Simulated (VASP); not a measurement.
# SnO2 (Cassiterite) (P4_2/mnm) in VASP: further runs

One crystal, SnO2 (Cassiterite), is run at these levels: PBE; tasks: relaxation of cell and atoms, single point.

Program: VASP 6.6.1. These are calculated values, not measurements. Logs are shortened: lines on timing, memory, paths and dates and some standing lists are left out, and cuts for length are marked.

## 1. The crystal as given

The structure is tetragonal, space group P4_2/mnm (No. 136). The conventional cell has a = 4.738 Å, b = 4.738 Å, c = 3.187 Å, α = 90.00°, β = 90.00°, γ = 90.00°. Sn (site symmetry mmm) has 6 O at 2.05 to 2.06 Å as nearest neighbours. O (site symmetry m2m) is surrounded by 3 Sn at 2.05 to 2.06 Å.

## 2. Relaxation of cell and atoms, PBE

INCAR reads:

```
PREC     = Accurate       # precision mode
ENCUT    = 600            # plane-wave cutoff, eV
EDIFF    = 1E-6           # SCF threshold, eV
ISMEAR   = -1             # smearing method
SIGMA    = 0.05           # smearing width, eV
LREAL    = False          # projectors in reciprocal space
LASPH    = True           # aspherical terms in the spheres
NELM     = 100            # most SCF steps
ALGO     = Normal         # electronic algorithm
ISIF     = 3              # what is computed and relaxed
LWAVE    = False          # write WAVECAR
LCHARG   = False          # write CHGCAR
GGA      = PE             # functional
IBRION   = 2              # ionic algorithm
NSW      = 40             # ionic steps
EDIFFG   = -0.01          # ionic threshold
```

KPOINTS reads:

```
Automatic mesh
0
Gamma
  6 6 8
```

POSCAR reads:

```
SnO2
1.0
    4.7380000000      0.0000000000      0.0000000000
    0.0000000000      4.7380000000      0.0000000000
    0.0000000000      0.0000000000      3.1865000000
Sn O
2 4
Direct
    0.5000000000      0.5000000000      0.5000000000
    0.0000000000      0.0000000000      0.0000000000
    0.8071000000      0.1929000000      0.5000000000
    0.6929000000      0.6929000000      0.0000000000
    0.1929000000      0.8071000000      0.5000000000
    0.3071000000      0.3071000000      0.0000000000
```

Potentials or basis: VASP PAW PBE potentials, release 54 (Sn_d, O).

Launch:

```sh
> cat potpaw_PBE.54/Sn_d/POTCAR potpaw_PBE.54/O/POTCAR > POTCAR
> mpirun -np 1 vasp_std > vasp.out
```

OUTCAR:

```text
PREC = Accurate
   ENCUT = 600
   EDIFF = 1E-6
   ISMEAR = -1
   LREAL = False
   LASPH = True
   NELM = 100
   ISIF = 3
   GGA = PE
   IBRION = 2
   NSW = 40
   EDIFFG = -0.01

 ion  position               nearest neighbor table
   1  0.500  0.500  0.500-   4 2.05   6 2.05   4 2.05   6 2.05   5 2.06   3 2.06   2 3.71   2 3.71
                             2 3.71   2 3.71   2 3.71   2 3.71   2 3.71   2 3.71
   2  0.000  0.000  0.000-   3 2.05   5 2.05   3 2.05   5 2.05   4 2.06   6 2.06   1 3.71   1 3.71
                             1 3.71   1 3.71   1 3.71   1 3.71   1 3.71   1 3.71
   3  0.807  0.193  0.500-   2 2.05   2 2.05   1 2.06
   4  0.693  0.693  0.000-   1 2.05   1 2.05   2 2.06
   5  0.193  0.807  0.500-   2 2.05   2 2.05   1 2.06
   6  0.307  0.307  0.000-   1 2.05   1 2.05   2 2.06

  LATTYP: Found a simple tetragonal cell.
 ALAT       =     4.7380000000
 C/A-ratio  =     0.6725411566

  Lattice vectors:

 A1 = (   4.7380000000,   0.0000000000,   0.0000000000)
 A2 = (   0.0000000000,   4.7380000000,   0.0000000000)
 A3 = (   0.0000000000,   0.0000000000,   3.1865000000)

Analysis of symmetry for initial positions (statically):
=====================================================================
 Subroutine PRICEL returns:
 Original cell was already a primitive cell.

 Routine SETGRP: Setting up the symmetry group for a
 simple tetragonal supercell.

 Subroutine GETGRP returns: Found 16 space group operations
 (whereof  8 operations were pure point group operations)
 out of a pool of 16 trial point group operations.

The static configuration has the point symmetry D_2h.
 The point group associated with its full space group is D_4h.

Analysis of symmetry for dynamics (positions and initial velocities):
=====================================================================
 Subroutine PRICEL returns:
 Original cell was already a primitive cell.

 Routine SETGRP: Setting up the symmetry group for a
 simple tetragonal supercell.

 Subroutine GETGRP returns: Found 16 space group operations
 (whereof  8 operations were pure point group operations)
 out of a pool of 16 trial point group operations.

The dynamic configuration has the point symmetry D_2h.
 The point group associated with its full space group is D_4h.

 Subroutine INISYM returns: Found 16 space group operations
 (whereof  8 operations are pure point group operations),
 and found     1 'primitive' translations

----------------------------------------------------------------------------------------

                                     Primitive cell

  volume of cell :      71.5326

  direct lattice vectors                    reciprocal lattice vectors
     4.738000000  0.000000000  0.000000000     0.211059519  0.000000000  0.000000000
     0.000000000  4.738000000  0.000000000     0.000000000  0.211059519  0.000000000
     0.000000000  0.000000000  3.186500000     0.000000000  0.000000000  0.313823945

  length of vectors
     4.738000000  4.738000000  3.186500000     0.211059519  0.211059519  0.313823945

  position of ions in fractional coordinates (direct lattice)
     0.500000000  0.500000000  0.500000000
     0.000000000  0.000000000  0.000000000
     0.807100000  0.192900000  0.500000000
     0.692900000  0.692900000  0.000000000
     0.192900000  0.807100000  0.500000000
     0.307100000  0.307100000  0.000000000

  ion indices of the primitive-cell ions
   primitive index   ion index
                 1           1
                 2           2
                 3           3
                 4           4
                 5           5
                 6           6

----------------------------------------------------------------------------------------

 KPOINTS: Automatic mesh

Automatic generation of k-mesh.
 Grid dimensions read from file:
 generate k-points for:    6    6    8

 Generating k-lattice:

  Cartesian coordinates                     Fractional coordinates (reciprocal lattice)
     0.035176586  0.000000000  0.000000000     0.166666667  0.000000000  0.000000000
     0.000000000  0.035176586  0.000000000     0.000000000  0.166666667  0.000000000
     0.000000000  0.000000000  0.039227993     0.000000000  0.000000000  0.125000000

  Length of vectors
     0.035176586  0.035176586  0.039227993

  Shift w.r.t. Gamma in fractional coordinates (k-lattice)
     0.000000000  0.000000000  0.000000000

 Subroutine IBZKPT returns following result:
 ===========================================

 Found     50 irreducible k-points:

 Following reciprocal coordinates:
            Coordinates               Weight
  0.000000  0.000000  0.000000      1.000000
  0.166667  0.000000  0.000000      4.000000
  0.333333  0.000000  0.000000      4.000000
  0.500000  0.000000  0.000000      2.000000
  0.166667  0.166667  0.000000      4.000000
  0.333333  0.166667  0.000000      8.000000
[... 16 lines left out ...]
  0.333333  0.000000  0.250000      8.000000
  0.500000  0.000000  0.250000      4.000000
 [... further k-points ...]
   k-points           NKPTS =     50   k-points in BZ     NKDIM =     50   number of bands    NBANDS=     31
   number of dos      NEDOS =    301   number of ions     NIONS =      6
   total plane-waves  NPLWV =  44800
   dimension x,y,z NGX =    40 NGY =   40 NGZ =   28
   dimension x,y,z NGXF=    80 NGYF=   80 NGZF=   56
   ions per type =               2   4
   NGX,Y,Z   is equivalent  to a cutoff of  14.04, 14.04, 14.61 a.u.
   NGXF,Y,Z  is equivalent  to a cutoff of  28.07, 28.07, 29.22 a.u.
 SYSTEM =  unknown system
   PREC   = accura    normal or accurate (medium, high low for compatibility)
   ISTART =      0    job   : 0-new  1-cont  2-samecut
   ICHARG =      2    charge: 1-file 2-atom 10-const
   ISPIN  =      1    spin polarized calculation?
   LNONCOLLINEAR =      F non collinear calculations
   LSORBIT =      F    spin-orbit coupling
   LASPH  =      T    aspherical Exc in radial PAW
   ENCUT  =  600.0 eV  44.10 Ry    6.64 a.u.   9.46  9.46  6.36*2*pi/ulx,y,z
   NELM   =    100;   NELMIN=  2; NELMDL= -5     # of ELM steps
   EDIFF  = 0.1E-05   stopping-criterion for ELM
   LREAL  =      F    real-space projection
   EDIFFG = -.1E-01   stopping-criterion for IOM
   NSW    =     40    number of steps for IOM
   IBRION =      2    ionic relax: 0-MD 1-quasi-New 2-CG
   NFREE  =      1    steps in history (QN), initial steepest desc. (CG)
   ISIF   =      3    stress and relaxation
   ISYM   =      2    0-nonsym 1-usesym 2-fastsym
   POTIM  = 0.5000    time-step for ionic-motion
   TEBEG  =    0.0;   TEEND  =   0.0 temperature during run
   PSTRESS=    0.0 pullay stress
   NELECT =      52.0000    total number of electrons
   NUPDOWN=      -1.0000    fix difference up-down
   EMIN   =  10.00;   EMAX   =-10.00  energy-range for DOS
   EFERMI =   0.00;   METHOD = LEGACY
   ISMEAR =    -1;   SIGMA  =   0.05  broadening in eV -4-tet -1-fermi 0-gaus
   EFERMI_NEDOS =   21; number of points for ismear=-14 and -15
   IALGO  =     38    algorithm
   IMIX   =      4    mixing-type and parameters
     AMIX     =   0.40;   BMIX     =  1.00
     AMIX_MAG =   1.60;   BMIX_MAG =  1.00
  volume/ion in A,a.u.               =      11.92        80.45
  Fermi-wavevector in a.u.,A,eV,Ry     =   1.472000  2.781677 29.480903  2.166785
  Thomas-Fermi vector in A             =   2.587068
   LORBIT       =      0    0 simple, 1 ext, 2 COOP (PROOUT), +10 PAW based schemes
   GGA     = PE    functional components
   LHFCALC =     F    Hartree Fock is set to
   AEXX    =    0.0000 exact exchange contribution
   IVDW    =     0    specifies the selected vdW correction
   LEPSILON=     F    determine dielectric tensor
   LRPA    =     F    only Hartree local field effects (RPA)
 conjugate gradient relaxation of ions
 non-spin polarized calculation
  energy-cutoff  :      600.00
  volume of cell :       71.53
 maximum number of plane-waves:      2409
 NGX is ok and might be reduce to    40
   NGX = 19   NGY = 19   NGZ = 13

--------------------------------------- Ionic step        1  -------------------------------------------

 number of electron      52.0000000 magnetization

 Free energy of the ion-electron system (eV)
  ---------------------------------------------------
  ext. energy  EPLUGINS =         0.00000000
  ---------------------------------------------------
  free energy    TOTEN  =       -37.16963952 eV

  energy without entropy =      -37.16963948  energy(sigma->0) =      -37.16963950

------------------------ aborting loop because EDIFF is reached ----------------------------------------

  FORCE on cell =-STRESS in cart. coord.  units (eV):
  Direction    XX          YY          ZZ          XY          YZ          ZX
  --------------------------------------------------------------------------------------
  -------------------------------------------------------------------------------------
  Total        4.6951333      4.6951333      6.1573618      0.0000000      0.0000000      0.0000000
  in kB      105.1609433    105.1609433    137.9117340      0.0000000      0.0000000      0.0000000
  external PRESSURE =     116.0778735 kB  Pullay stress =       0.0000000 kB
[... 265 lines left out ...]
  energy  without entropy=      -37.3117953043  energy(sigma->0) =      -37.31180172

--------------------------------------- Ionic step        8  -------------------------------------------

 number of electron      52.0000001 magnetization

 Free energy of the ion-electron system (eV)
  ---------------------------------------------------
  ext. energy  EPLUGINS =         0.00000000
  ---------------------------------------------------
  free energy    TOTEN  =       -37.31180745 eV

  energy without entropy =      -37.31179470  energy(sigma->0) =      -37.31180108

 E-fermi :   5.8303     XC(G=0): -10.9618

 val. band max:        5.4988832971   @ k =   0.0000   0.0000   0.0000
 cond. band min:       6.1342142504   @ k =   0.0000   0.0000   0.0000
 fundamental gap:      0.6353309532
 Fermi energy:         5.8303156284

 k-point     1 :       0.0000    0.0000    0.0000
  band No.  band energies     occupation
      1     -15.5321      2.00000
      2     -14.8725      2.00000
      3     -14.6852      2.00000
      4     -14.6576      2.00000
      5     -14.6576      2.00000
      6     -14.5938      2.00000
[... 805 lines left out ...]
     30      13.8713      0.00000
     31      14.5159      0.00000

 [... further k-points ...]
[... 5 lines left out ...]
  --------------------------------------------------------------------------------------
  -------------------------------------------------------------------------------------
  Total       -0.0206066     -0.0206066     -0.0453302      0.0000000      0.0000000      0.0000000
  in kB       -0.4362873     -0.4362873     -0.9597393      0.0000000      0.0000000      0.0000000
  external PRESSURE =      -0.6107713 kB  Pullay stress =       0.0000000 kB
[... 21 lines left out ...]
  FREE ENERGIE OF THE ION-ELECTRON SYSTEM (eV)
  ---------------------------------------------------
  free  energy   TOTEN  =       -37.3118074491 eV

  energy  without entropy=      -37.3117947021  energy(sigma->0) =      -37.31180108

 reached required accuracy - stopping structural energy minimisation
```

Wall time 7.9 min (1 thread of AMD EPYC 7R13 (Zen 3), shared host); peak memory 0.25 GiB.

Results:

```yaml
Free_energy: -37.3118 eV
Relaxed_volume: 12.61 Å³/atom
Relaxed_cell: a = 4.830 Å, b = 4.830 Å, c = 3.243 Å, α = 90.00°, β = 90.00°, γ = 90.00°
Space_group_after_relaxing_to_0.05_Å: P4_2/mnm (No. 136)
Energy_gained_by_relaxing: 23.7 meV/atom
Ionic_steps: 8
Pressure_after_relaxing: -0.1 GPa
Largest_force_after_relaxing: 0.003 eV/Å
Band_gap_on_the_k_mesh: 0.64 eV, direct
```

Forces in eV/Å, atoms in the order of the input:
```
Sn   0.000  0.000  0.000
Sn   0.000  0.000  0.000
O   -0.002  0.002  0.000
O    0.002  0.002  0.000
O    0.002 -0.002  0.000
O   -0.002 -0.002  0.000
```

Step by step:
| step | energy change (eV) | largest force (eV/Å) | pressure (GPa) | volume (Å³) |
| --- | --- | --- | --- | --- |
| 1 | 0.0000 | 0.2935 | 11.61 | 71.53 |
| 2 | 0.0631 | 0.3609 | -10.52 | 80.85 |
| 3 | -0.1403 | 0.0643 | -0.02 | 75.51 |
| 4 | -0.1403 | 0.0583 | 0.20 | 75.43 |
| 5 | -0.1420 | 0.0036 | 0.08 | 75.57 |
| 6 | -0.1421 | 0.0189 | 0.05 | 75.63 |
| 7 | -0.1422 | 0.0011 | -0.09 | 75.68 |
| 8 | -0.1422 | 0.0030 | -0.06 | 75.67 |

Final structure:
```yaml
crystal:
  lattice:
    - [4.83046, 0.00000, 0.00000]
    - [0.00000, 4.83046, 0.00000]
    - [0.00000, 0.00000, 3.24315]
  atoms:
    - { symbol: Sn, position: [0.50000, 0.50000, 0.50000] }
    - { symbol: Sn, position: [0.00000, 0.00000, 0.00000] }
    - { symbol: O, position: [0.80657, 0.19343, 0.50000] }
    - { symbol: O, position: [0.69343, 0.69343, 0.00000] }
    - { symbol: O, position: [0.19343, 0.80657, 0.50000] }
    - { symbol: O, position: [0.30657, 0.30657, 0.00000] }
```

Levels at points of the mesh, in eV from the valence-band top:
| k point | band 22 | band 23 | band 24 | band 25 | band 26 | band 27 | band 28 | band 29 | band 30 | band 31 |
| --- | --- | --- | --- | --- | --- | --- | --- | --- | --- | --- |
| (0.00, 0.00, 0.00) | -1.26 | -1.26 | -0.74 | -0.74 | 0.00 | 0.64 | 5.66 | 6.04 | 6.04 | 10.08 |
| (0.50, 0.00, 0.00) | -1.89 | -1.21 | -1.21 | -0.60 | -0.60 | 3.85 | 3.85 | 6.78 | 6.78 | 10.38 |
| (0.50, 0.50, 0.00) | -1.87 | -1.33 | -1.33 | -0.85 | -0.85 | 4.24 | 4.24 | 7.13 | 7.13 | 10.46 |
| (0.00, 0.00, 0.50) | -2.57 | -1.52 | -1.52 | -1.18 | -1.18 | 5.55 | 5.55 | 9.34 | 9.34 | 10.27 |
| (0.50, 0.00, 0.50) | -1.66 | -1.01 | -1.01 | -0.75 | -0.75 | 5.81 | 5.81 | 7.59 | 7.59 | 10.54 |
| (0.50, 0.50, 0.50) | -2.43 | -0.91 | -0.91 | -0.78 | -0.78 | 4.32 | 4.32 | 8.60 | 8.60 | 10.53 |

Caveat: spin-orbit coupling is left out, which moves the levels of the heavy elements. Zero-point motion and thermal expansion aren't in these numbers.

[end of part 1 of 2]
